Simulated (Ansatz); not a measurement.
RbBr in the rocksalt structure, relaxed with r2SCAN in the plane-wave code Ansatz. It is cubic, Fm-3m (No. 225); conventional cell a = 6.922 Å, 41.45 Å³ an atom. Rb is surrounded by 6 Br at 3.46 Å; Br is surrounded by 6 Rb at 3.46 Å.

The axes x, y and z are those of this cell:
```yaml
crystal:
  lattice:
    - [0.00000, 3.46083, 3.46083]
    - [3.46083, 0.00000, 3.46083]
    - [3.46083, 3.46083, 0.00000]
  atoms:
    - { symbol: Rb, position: [0.00000, 0.00000, 0.00000] }
    - { symbol: Br, position: [0.50000, 0.50000, 0.50000] }
```

Unstrained: With PBE the gap is 4.291 eV and direct, at Γ. r2SCAN gives a direct gap of 4.893 eV at Γ. The HSE06 gap is direct at Γ: 5.443 eV. Meshes: PBE 6×6×6, r2SCAN 6×6×6, HSE06 4×4×4. Strains are changes of length per length. After each strain the atoms were relaxed again with r2SCAN within the symmetry that the strain leaves, so tilts or polar shifts that break it weren't tested; points keep the names that they have in the unstrained zone. The values are computed, spin-unpolarised, and not measurements.

(1) Apply epitaxial +4.0 % in the xy plane, free normal strain -0.82 %. How far does the gap move, against the unstrained cell?

(2) One strain changed the r2SCAN stress by xx +2.36, yy +2.36, zz +2.36 GPa (compression positive) and the gap by +0.324 eV (PBE), +0.341 eV (r2SCAN), +0.354 eV (HSE06). Which kind of strain was it, and roughly how large?

(3) For epitaxial +1.0 % in the xy plane, how far does the free direction move, and what happens to the gap?

(4) Estimate what uniaxial +1.5 % along [111], other directions held does to the gap.

(5) Estimate what uniaxial +2.5 % along z, other directions held does to the gap.

Answers

(1) PBE: the gap goes from 4.291 to 4.098 eV (-0.193 eV); with r2SCAN the top three valence levels at Γ, degenerate before, become 1+2 from the top over 37 meV. r2SCAN: the gap goes from 4.893 to 4.691 eV (-0.202 eV). HSE06: the gap goes from 5.443 to 5.236 eV (-0.207 eV). The r2SCAN energy rises by 12.5 meV an atom.

(2) Isotropic -4.0 % on every length. The pattern of the stress gives the kind; the size needs the stiffness, so it is an estimate.

(3) The normal strain at zero normal stress is -0.17 %, 0.17 of the in-plane strain with the sign turned. PBE: the gap goes from 4.291 to 4.239 eV (-0.052 eV); with r2SCAN the top three valence levels at Γ, degenerate before, become 1+2 from the top over 11 meV. r2SCAN: the gap goes from 4.893 to 4.839 eV (-0.054 eV). HSE06: the gap goes from 5.443 to 5.388 eV (-0.055 eV).

(4) PBE: the gap goes from 4.291 to 4.245 eV (-0.046 eV); with r2SCAN the top three valence levels at Γ, degenerate before, become 2+1 from the top over 24 meV. r2SCAN: the gap goes from 4.893 to 4.846 eV (-0.047 eV). HSE06: the gap goes from 5.443 to 5.394 eV (-0.049 eV). The r2SCAN energy rises by 0.5 meV an atom.

(5) PBE: the gap goes from 4.291 to 4.223 eV (-0.068 eV); with r2SCAN the top three valence levels at Γ, degenerate before, become 2+1 from the top over 22 meV. r2SCAN: the gap goes from 4.893 to 4.822 eV (-0.071 eV). HSE06: the gap goes from 5.443 to 5.370 eV (-0.073 eV). The r2SCAN energy rises by 2.3 meV an atom.

Spin-orbit coupling is left out.

The meshes of the hybrids are coarse, so their gaps aren't converged to the digits shown.

The splittings at Γ are without spin-orbit coupling, which regroups them where it is of like size or larger.
